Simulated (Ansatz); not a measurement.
Input, command and steps of an Ansatz relaxation.

```yaml
crystal:
  lattice:
    - [5.4338342752, 5.4338342752, 5.4338342752]
    - [-5.4338342752, 5.4338342752, -5.4338342752]
    - [-5.4338342752, -5.4338342752, 5.4338342752]
  atoms:
    - { symbol: Si, position: [0.7424805961, 0.0009902583, 0.0032566478] }
    - { symbol: Si, position: [0.75, 0.75, 0.25] }
    - { symbol: Si, position: [-0.0042546649, 0.7387619259, -0.0123339419] }
    - { symbol: Si, position: [0.75, 0.5, 0.5] }
    - { symbol: Si, position: [0.0, 0.5, 0.25] }
    - { symbol: Si, position: [0.25, 0.5, 0.0] }
    - { symbol: Si, position: [0.75, 0.25, 0.75] }
    - { symbol: Si, position: [0.0, 0.25, 0.5] }
    - { symbol: Si, position: [0.2540659322, 0.2547040376, 0.2552873166] }
    - { symbol: Si, position: [0.5, 0.25, 0.0] }
    - { symbol: Si, position: [-0.0018104122, 0.0146031354, 0.7628842015] }
    - { symbol: Si, position: [0.25, 0.0, 0.5] }
    - { symbol: Si, position: [0.5, 0.0, 0.25] }
    - { symbol: Si, position: [0.25, 0.75, 0.75] }
    - { symbol: Si, position: [0.5, 0.75, 0.5] }
    - { symbol: Si, position: [0.5, 0.5, 0.75] }
    - { symbol: Si, position: [0.5, 0.0, 0.0] }
    - { symbol: Si, position: [0.5, 0.75, 0.25] }
    - { symbol: Si, position: [0.7625592192, 0.7557160127, 0.010261529] }
    - { symbol: Si, position: [0.5, 0.5, 0.5] }
    - { symbol: Si, position: [0.75, 0.5, 0.25] }
    - { symbol: Si, position: [0.0, 0.5, 0.0] }
    - { symbol: Si, position: [0.5, 0.25, 0.75] }
    - { symbol: Si, position: [0.75, 0.25, 0.5] }
    - { symbol: Si, position: [-0.004152028, 0.2525643893, 0.2503788531] }
    - { symbol: Si, position: [0.2458904359, 0.2492906107, -0.0110155963] }
    - { symbol: Si, position: [0.7522756476, -0.0036017194, 0.7562204959] }
    - { symbol: Si, position: [0.0, 0.0, 0.5] }
    - { symbol: Si, position: [0.2627615493, 0.0102486342, 0.264874079] }
    - { symbol: Si, position: [0.0044485968, 0.7469271058, 0.7505641957] }
    - { symbol: Si, position: [0.25, 0.75, 0.5] }
    - { symbol: Si, position: [0.25, 0.5, 0.75] }
    - { symbol: C, position: [-0.0037115804, -0.001557573, 0.0001026899] }
  host:
    lattice:
      - [0.0, 2.7169171376, 2.7169171376]
      - [2.7169171376, 0.0, 2.7169171376]
      - [2.7169171376, 2.7169171376, 0.0]
    atoms:
      - { symbol: Si, position: [0.75, 0.75, 0.75] }
      - { symbol: Si, position: [0.5, 0.5, 0.5] }
basis:
  ecutwfc: 420
  xc_grid: 2
kpoints:
  mp_grid: { grid: [3, 3, 3], shift: [0.0, 0.0, 0.0] }
hamiltonian:
  xc: pbesol
scf:
  occupations: { method: gaussian, width: 0.02 }
output:
  forces: true
  stress: false
  eigenvalues: true
  charged_corrections:
    defect_position: [0.0, 0.0, 0.0]
    epsilon: [[13.2922, 0.0, 0.0], [0.0, 13.2922, 0.0], [0.0, 0.0, 13.2922]]
  write_density: true
  write_potential: true
  elf: true
  volumetric_format: npy
relax:
  adjacent_minimum: "off"
  f_tol: 0.025
  max_steps: 45
```

```bash
ansatz run input.yaml --threads 4 --pin off --max-ram 8192MiB --backend cpu --events-out ev --progress --plain --runs-dir out
```

The calculation used DFT PBEsol, scalar-relativistic, plane waves, PAW (Ansatz 0.2.0).

The cell holds a point defect: C interstitial, neutral.

Of 15 frames 6 are shown, positions in Å and forces in eV/Å; the SCF threshold varies from step to step.

```xyz
33
Lattice="5.4338 5.4338 5.4338 -5.4338 5.4338 -5.4338 -5.4338 -5.4338 5.4338" Properties=species:S:1:pos:R:3:forces:R:3 pbc="T T T" step=1 free_energy_over_end_meV_per_atom=100.57
Si    4.0114    4.0222    4.0468    0.9592    0.7090    1.1634
Si   -1.3585    6.7923    1.3585   -0.2190   -0.1623    0.3223
Si   -3.9704    4.0582   -4.1044   -1.7139    0.9947    0.4563
Si   -1.3585    4.0754    4.0754    0.0353    0.0239   -0.0321
Si   -4.0754    1.3585   -1.3585   -0.1938    0.2107   -0.2345
Si   -1.3585    4.0754   -1.3585   -0.2009    0.2479   -0.2091
Si   -1.3585    1.3585    6.7923    0.1274   -0.2041    0.1763
Si   -4.0754   -1.3585    1.3585   -0.0918   -0.0731    0.0468
Si   -1.3907    1.3774    1.3837    0.9005   -0.5850   -1.2071
Si    1.3585    4.0754    1.3585    0.0837    0.0740   -0.0802
Si   -4.2346   -4.0759    4.0562    1.7061   -0.7936    0.7361
Si   -1.3585   -1.3585    4.0754   -0.3545   -0.3658    0.3907
Si    1.3585    1.3585    4.0754    0.1267    0.1962    0.2569
Si   -6.7923    1.3585    1.3585    0.2880    0.2851    0.2672
Si   -4.0754    4.0754    1.3585    0.0372   -0.0005    0.1310
Si   -4.0754    1.3585    4.0754   -0.2765    0.2741    0.2679
Si    2.7169    2.7169    2.7169   -0.6313   -0.6699   -0.6579
Si   -2.7169    5.4338    0.0000    0.0087    0.0355   -0.0367
Si   -0.0186    8.1943    0.0929    0.2667   -0.1347   -1.0255
Si   -2.7169    2.7169    2.7169   -0.4510    0.4118    0.3410
Si    0.0000    5.4338    2.7169   -0.0491   -0.0405   -0.0051
Si   -2.7169    2.7169   -2.7169    0.4508   -0.4473    0.4448
Si   -2.7169    0.0000    5.4338    0.0028    0.0251    0.0460
Si    0.0000    2.7169    5.4338    0.0506    0.0145    0.0866
Si   -2.7555   -0.0107   -0.0344    0.4509    0.0830    0.4009
Si    0.0414    2.7506   -0.0783   -0.9984    0.2352    1.4333
Si   -0.0019   -0.0410    8.2165   -0.7300   -0.3316   -1.0785
Si   -2.7169   -2.7169    2.7169   -0.1021   -0.1064   -0.0105
Si   -0.0672    0.0442    2.8114    0.8263   -0.3958   -1.2262
Si   -8.1129    0.0044    0.0439   -0.4124    0.3884   -1.0867
Si   -5.4338    2.7169    0.0000   -0.0232    0.0226   -0.0141
Si   -5.4338    0.0000    2.7169    0.0120    0.0175    0.0100
C    -0.0123   -0.0292   -0.0111    0.1150    0.0614   -0.0734
33
Lattice="5.4338 5.4338 5.4338 -5.4338 5.4338 -5.4338 -5.4338 -5.4338 5.4338" Properties=species:S:1:pos:R:3:forces:R:3 pbc="T T T" step=4 free_energy_over_end_meV_per_atom=63.54
Si    4.1891    4.1811    4.2225   -0.1996   -0.2617    0.1136
Si   -1.4050    6.7451    1.4073    0.0296   -0.0514   -0.0100
Si   -4.2071    4.1764   -4.1980    0.1646   -0.1584    0.0211
Si   -1.3619    4.0467    4.0655   -0.0186    0.0140    0.0172
Si   -4.1027    1.3909   -1.3682    0.0206    0.0048    0.0148
Si   -1.4023    4.0994   -1.3719   -0.0098   -0.0130    0.0422
Si   -1.4036    1.3977    6.7863   -0.0625    0.0807    0.0307
Si   -4.1085   -1.3775    1.3969   -0.0163   -0.0256    0.0330
Si   -1.2866    1.2880    1.2731   -0.3226    0.3291    0.3511
Si    1.3729    4.1077    1.4020   -0.0140    0.0144    0.0344
Si   -4.1853   -4.1692    4.2078    0.0552    0.4298    0.1796
Si   -1.3940   -1.3758    4.1029   -0.0033   -0.0251    0.0122
Si    1.3661    1.3875    4.0986    0.0252    0.0110    0.0192
Si   -6.7690    1.3962    1.4066    0.0203    0.0046   -0.0011
Si   -4.0588    4.0487    1.3663   -0.0002   -0.0052    0.0558
Si   -4.0568    1.3464    4.0613    0.0088   -0.0014    0.0055
Si    2.7500    2.7670    2.7688    0.0706    0.0943   -0.0057
Si   -2.7445    5.4335    0.0096   -0.0336   -0.0023    0.0085
Si   -0.0211    8.0296    0.0217   -0.1383   -0.0473    0.1465
Si   -2.6830    2.6724    2.6883    0.0775   -0.0586   -0.0809
Si   -0.0106    5.4316    2.7479   -0.0194   -0.0026    0.0379
Si   -2.7791    2.7718   -2.7500   -0.0839    0.0895   -0.0641
Si   -2.7270    0.0038    5.4452   -0.0022   -0.0199    0.0097
Si   -0.0103    2.7217    5.4460   -0.0025   -0.0043   -0.0012
Si   -2.7991    0.0098    0.0224    0.0487   -0.0040   -0.0195
Si   -0.0176    2.8114    0.0244    0.0651   -0.0205   -0.0654
Si   -0.0154    0.0090    8.0749    0.0308   -0.0731    0.1459
Si   -2.7645   -2.7561    2.7611   -0.0207   -0.0704   -0.0585
Si   -0.0188    0.0096    2.7754   -0.0164    0.0045   -0.1623
Si   -8.0658    0.0100    0.0197    0.0517    0.0072    0.1435
Si   -5.4428    2.7295    0.0122   -0.0092    0.0155    0.0144
Si   -5.4426    0.0010    2.7380   -0.0004    0.0076    0.0313
C     0.1902   -0.1460   -0.3369    0.3050   -0.2621   -0.9995
33
Lattice="5.4338 5.4338 5.4338 -5.4338 5.4338 -5.4338 -5.4338 -5.4338 5.4338" Properties=species:S:1:pos:R:3:forces:R:3 pbc="T T T" step=7 free_energy_over_end_meV_per_atom=29.44
Si    4.1567    4.1596    4.2745   -0.3264   -0.0794    0.3132
Si   -1.4153    6.7081    1.4200    0.0051    0.0034    0.0029
Si   -4.2006    4.1568   -4.2128    0.2911   -0.2021    0.3134
Si   -1.3713    4.0599    4.0877   -0.0097    0.0605    0.0544
Si   -4.0991    1.3988   -1.3549    0.0348   -0.0016    0.0429
Si   -1.4169    4.1013   -1.3613   -0.0071   -0.0124    0.0281
Si   -1.4055    1.4039    6.8229    0.0098    0.0058    0.1306
Si   -4.1211   -1.3758    1.4049    0.0272    0.0244   -0.0200
Si   -1.3474    1.3507    1.3304   -0.1918    0.1765    0.2461
Si    1.3677    4.1224    1.4207    0.0025   -0.0076   -0.0017
Si   -4.1712   -4.0771    4.2547    0.0786    0.2937    0.4065
Si   -1.3965   -1.3715    4.1007    0.0247    0.0148   -0.0285
Si    1.3608    1.3931    4.0950   -0.0188   -0.0056   -0.0165
Si   -6.7547    1.4064    1.4203   -0.0091   -0.0325   -0.0222
Si   -4.0719    4.0531    1.3742   -0.0667    0.0504   -0.1498
Si   -4.0651    1.3446    4.0811   -0.0392    0.0068    0.0403
Si    2.7648    2.7861    2.7686    0.1279    0.0752   -0.0272
Si   -2.7638    5.4290    0.0098    0.0046   -0.0107   -0.0313
Si   -0.0413    8.0068    0.0540    0.0358    0.2397    0.0366
Si   -2.7062    2.6952    2.7174   -0.0554    0.0586    0.0538
Si   -0.0085    5.4305    2.7767    0.0266   -0.0088    0.0336
Si   -2.8037    2.7946   -2.7528   -0.0784    0.0550   -0.0172
Si   -2.7232    0.0025    5.4605    0.0218    0.0131    0.0236
Si   -0.0166    2.7185    5.4545   -0.0055   -0.0094    0.0151
Si   -2.8040    0.0204    0.0453    0.0533    0.0205   -0.0024
Si   -0.0379    2.8382    0.0545   -0.0487   -0.0744    0.0178
Si    0.0071   -0.0128    8.1243    0.2992   -0.3172   -0.1923
Si   -2.7659   -2.7682    2.7437   -0.1065   -0.0904   -0.0295
Si   -0.0227    0.0136    2.7367    0.0204   -0.0292   -0.1487
Si   -8.0746    0.0206    0.0471   -0.2228   -0.0312    0.0137
Si   -5.4450    2.7361    0.0134    0.0131   -0.0178   -0.0299
Si   -5.4450   -0.0035    2.7577    0.0070   -0.0083    0.0268
C     0.4222   -0.3431   -0.8418    0.1028   -0.1599   -1.0821
33
Lattice="5.4338 5.4338 5.4338 -5.4338 5.4338 -5.4338 -5.4338 -5.4338 5.4338" Properties=species:S:1:pos:R:3:forces:R:3 pbc="T T T" step=9 free_energy_over_end_meV_per_atom=13.04
Si    4.1732    4.2295    4.3297    0.2025   -0.2785    0.1400
Si   -1.4136    6.7187    1.4375    0.0408    0.0573    0.0292
Si   -4.1285    4.0973   -4.0781    0.2080   -0.1803    0.2088
Si   -1.3929    4.0974    4.1295   -0.0097    0.0112   -0.0086
Si   -4.0980    1.3664   -1.3394   -0.0079   -0.0487   -0.0108
Si   -1.3837    4.1024   -1.3442    0.0691   -0.0025    0.0112
Si   -1.4044    1.4075    6.8259    0.1207   -0.1431    0.0063
Si   -4.1211   -1.3722    1.4041    0.0637   -0.0446    0.0092
Si   -1.4082    1.4006    1.4336   -0.0555    0.0402    0.1121
Si    1.3725    4.1201    1.4243    0.0352   -0.0676   -0.0080
Si   -4.2209   -4.0978    4.3203    0.1339   -0.2245    0.1778
Si   -1.4265   -1.3770    4.0732   -0.0048    0.0048   -0.0435
Si    1.3694    1.4272    4.0709    0.0058    0.0107   -0.0271
Si   -6.7562    1.3907    1.4291   -0.0447   -0.0670    0.0165
Si   -4.0278    3.9985    1.2108    0.0836   -0.0826   -0.1052
Si   -4.1012    1.3702    4.1296    0.0064   -0.0128   -0.0233
Si    2.8208    2.8359    2.7743    0.0613    0.1024    0.0782
Si   -2.7307    5.4678   -0.0341    0.0475    0.0122   -0.0331
Si   -0.0343    8.0738    0.1062   -0.1767    0.0949    0.0623
Si   -2.7707    2.7579    2.7782   -0.0355    0.0377    0.0003
Si   -0.0103    5.4180    2.7862   -0.0196   -0.0257   -0.0462
Si   -2.7661    2.7579   -2.6796   -0.0149    0.0169    0.0226
Si   -2.7252    0.0082    5.4601   -0.0404    0.0631   -0.0258
Si   -0.0212    2.7267    5.4512   -0.0459    0.0394   -0.0258
Si   -2.7928    0.0546    0.0966   -0.0120    0.0529    0.0199
Si   -0.0784    2.8188    0.1173    0.0219   -0.0331   -0.0364
Si    0.0769   -0.0900    7.9174   -0.0933    0.1163   -0.5673
Si   -2.8352   -2.8114    2.7603   -0.0690   -0.0134    0.0714
Si   -0.0223    0.0184    2.7309   -0.0241    0.0018    0.1092
Si   -8.1367    0.0160    0.0896    0.0242    0.1555    0.0788
Si   -5.4861    2.6973   -0.0369   -0.0093   -0.0423   -0.0342
Si   -5.4282    0.0023    2.7717    0.0295    0.0363   -0.0324
C     0.4927   -0.4328   -1.2188   -0.4908    0.4129   -0.1259
33
Lattice="5.4338 5.4338 5.4338 -5.4338 5.4338 -5.4338 -5.4338 -5.4338 5.4338" Properties=species:S:1:pos:R:3:forces:R:3 pbc="T T T" step=12 free_energy_over_end_meV_per_atom=0.83
Si    4.1977    4.2126    4.4055    0.1200    0.0296   -0.1039
Si   -1.4231    6.7304    1.4812    0.0090   -0.0028    0.0087
Si   -4.0616    4.0551   -3.9638    0.0163   -0.0168    0.0311
Si   -1.4113    4.1468    4.1406    0.0293    0.0138   -0.0192
Si   -4.0682    1.2928   -1.3245   -0.0104   -0.0099    0.0020
Si   -1.3004    4.0631   -1.3208    0.0085    0.0157   -0.0035
Si   -1.4604    1.4529    6.6507   -0.0049    0.0086    0.0094
Si   -4.1160   -1.4116    1.4439    0.0008    0.0339    0.0098
Si   -1.4234    1.4168    1.5071    0.0076   -0.0112   -0.0073
Si    1.4044    4.1094    1.4431   -0.0237    0.0007    0.0086
Si   -4.2179   -4.2011    4.4055   -0.0274   -0.1241   -0.1072
Si   -1.4437   -1.4118    4.0671    0.0332    0.0169    0.0068
Si    1.4075    1.4394    4.0667   -0.0190   -0.0395    0.0119
Si   -6.7366    1.4156    1.4786    0.0123    0.0021    0.0222
Si   -3.9782    3.9670    1.1144    0.0030    0.0051    0.0561
Si   -4.1526    1.4051    4.1387   -0.0131   -0.0311   -0.0165
Si    2.8710    2.8869    2.8307    0.0324    0.0175   -0.0137
Si   -2.6586    5.4740   -0.0665   -0.0256   -0.0058    0.0237
Si   -0.0355    8.0907    0.1941    0.0181    0.0090    0.0304
Si   -2.8104    2.8050    2.8116    0.0425   -0.0449   -0.0295
Si   -0.0057    5.4041    2.7729    0.0011    0.0197   -0.0014
Si   -2.6917    2.6867   -2.6250   -0.0283    0.0273   -0.0278
Si   -2.7815   -0.0057    5.3923    0.0011    0.0292    0.0261
Si   -0.0002    2.7744    5.3932   -0.0315   -0.0049    0.0224
Si   -2.7809    0.0242    0.1710    0.0144    0.0000    0.0353
Si   -0.0306    2.7739    0.1720   -0.0065   -0.0093    0.0316
Si    0.0160   -0.0335    7.5792    0.0277   -0.0137    0.0725
Si   -2.8926   -2.8754    2.8334   -0.0078   -0.0245   -0.0177
Si   -0.0147    0.0101    2.7774   -0.0037   -0.0007   -0.0148
Si   -8.0982    0.0303    0.1952   -0.0178   -0.0329    0.0145
Si   -5.4800    2.6484   -0.0711    0.0020    0.0255    0.0319
Si   -5.4117   -0.0004    2.7733   -0.0222   -0.0086   -0.0017
C     0.1734   -0.1772   -1.5402   -0.1371    0.1261   -0.0905
33
Lattice="5.4338 5.4338 5.4338 -5.4338 5.4338 -5.4338 -5.4338 -5.4338 5.4338" Properties=species:S:1:pos:R:3:forces:R:3 pbc="T T T" step=15 free_energy_over_end_meV_per_atom=0.00
Si    4.2030    4.2082    4.3931   -0.0001   -0.0048   -0.0146
Si   -1.4164    6.7457    1.4670    0.0035   -0.0011    0.0025
Si   -4.0471    4.0406   -3.9458   -0.0035    0.0044    0.0038
Si   -1.3945    4.1450    4.1296    0.0057    0.0077    0.0002
Si   -4.0568    1.2883   -1.3065    0.0009   -0.0064    0.0004
Si   -1.2948    4.0506   -1.3059    0.0055   -0.0009    0.0014
Si   -1.4771    1.4714    6.6067    0.0050   -0.0110    0.0038
Si   -4.1252   -1.4109    1.4631   -0.0032    0.0047    0.0016
Si   -1.4024    1.3960    1.4883    0.0079   -0.0077   -0.0003
Si    1.4046    4.1188    1.4628   -0.0034    0.0032    0.0018
Si   -4.2152   -4.2091    4.3917    0.0084    0.0007   -0.0124
Si   -1.4300   -1.4213    4.0758    0.0066    0.0058    0.0010
Si    1.4154    1.4241    4.0756   -0.0055   -0.0064    0.0015
Si   -6.7522    1.4097    1.4664    0.0011   -0.0029    0.0031
Si   -3.9698    3.9629    1.1645   -0.0106    0.0061    0.0015
Si   -4.1510    1.3878    4.1295   -0.0085   -0.0067   -0.0009
Si    2.8727    2.8790    2.8331    0.0053    0.0027    0.0032
Si   -2.6591    5.4567   -0.0480   -0.0066   -0.0023   -0.0012
Si   -0.0126    8.0966    0.1848   -0.0028   -0.0047   -0.0036
Si   -2.7746    2.7684    2.8145    0.0023   -0.0033   -0.0002
Si   -0.0062    5.4297    2.7743    0.0004    0.0064   -0.0020
Si   -2.6759    2.6699   -2.6167   -0.0045    0.0038   -0.0045
Si   -2.7865   -0.0184    5.3874   -0.0017   -0.0018    0.0011
Si    0.0124    2.7806    5.3870    0.0045   -0.0011    0.0027
Si   -2.7769   -0.0038    0.1809   -0.0043    0.0024    0.0036
Si   -0.0024    2.7702    0.1808   -0.0036    0.0050    0.0029
Si   -0.0086   -0.0051    7.5421    0.0092    0.0050    0.0204
Si   -2.8850   -2.8784    2.8335   -0.0026   -0.0055    0.0040
Si   -0.0074    0.0014    2.7813    0.0003   -0.0026    0.0040
Si   -8.1040    0.0066    0.1844    0.0048    0.0023   -0.0047
Si   -5.4629    2.6522   -0.0486    0.0043    0.0045   -0.0012
Si   -5.4363    0.0000    2.7744   -0.0078   -0.0003   -0.0021
C     0.0072   -0.0140   -1.5734   -0.0070    0.0047   -0.0169
```

The run took 5.6 min on 4 threads of Intel(R) Xeon(R) Platinum 8488C (Sapphire Rapids) (shared host), peak memory 2 GiB.